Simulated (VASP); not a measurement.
Wanted: an ASE script for a VASP 6.6.1 run.

```yaml
Task: band structure
Functional: PW91
Dispersion: D4
Potentials_or_basis: VASP PAW PBE potentials, release 64 (Cs_sv)
Cutoff: 520 eV
k_mesh: 6 × 6 × 6
Occupations: methfessel-paxton, width 0.2 eV
Spin: no spin polarisation
Further_INCAR_settings: ALGO = Fast; EDIFF = 1.00e-06; NBANDS = 10; ISYM = 0
```

Crystal: Cs.

```xyz
1
Lattice="0.0000 4.2532 4.2532 4.2532 0.0000 4.2532 4.2532 4.2532 0.0000" Properties=species:S:1:pos:R:3 pbc="T T T"
Cs    0.0000    0.0000    0.0000
```

This isn't the form of Cs at room conditions, which is bcc.

The cell isn't the ideal one: volume scaled by 1.25.

These files were run (other wordings do the same):

run.py

```python
from ase.calculators.vasp import Vasp
from ase.dft.bandgap import bandgap
from ase.spacegroup import crystal

atoms = crystal(
    ['Cs'],
    basis=[[0.0, 0.0, 0.0]],
    spacegroup=225,
    setting=1,
    cellpar=[8.50643149, 8.50643149, 8.50643149, 90.0, 90.0, 90.0],
    primitive_cell=True,
)
calc = Vasp(
    directory='calc',
    pp='PBE',
    setups='recommended',
    prec='Accurate',
    encut=520,
    ediff=1e-06,
    ismear=1,
    sigma=0.2,
    lreal=False,
    lasph=True,
    nelm=60,
    algo='Fast',
    isif=2,
    lwave=False,
    lcharg=True,
    gga='91',
    ivdw=13,
    vdw_s6=1.0,
    vdw_s8=0.77283111,
    vdw_a1=0.39581542,
    vdw_a2=4.93405761,
    kpts=[6, 6, 6],
    gamma=True,
    nbands=10,
)
atoms.calc = calc

print('energy (eV):', atoms.get_potential_energy())
print('free energy (eV):', atoms.get_potential_energy(force_consistent=True))
efermi = calc.get_fermi_level()
print('Fermi level (eV):', efermi)
path = atoms.cell.bandpath(npoints=40, eps=1e-4)
print('path:', path.path)
calc.set(kpts=path.kpts, reciprocal=True, icharg=11, isym=0, lcharg=False)
calc.calculate(atoms)
print('gap on the path (eV):', bandgap(calc, efermi=efermi)[0])
print('direct gap on the path (eV):', bandgap(calc, efermi=efermi, direct=True)[0])
```

Potentials or basis: VASP PAW PBE potentials, release 64 (Cs_sv).

Run with:

```bash
$ python run.py
```

It gave:

```json
{"Band gap along the path": "none (metal or under the smearing width)", "Dispersion energy per atom": "-0.037 eV"}
```

Caveat: the log is that of the step along the path at fixed density, whose energy, stress, charges and moments have no meaning; spin-orbit coupling is left out, which moves the levels of the heavy elements.

It took 73 s on 1 thread of AMD EPYC 7R43 64-Core Processor (Zen 3), with other jobs on the host, peak memory 0.26 GiB.
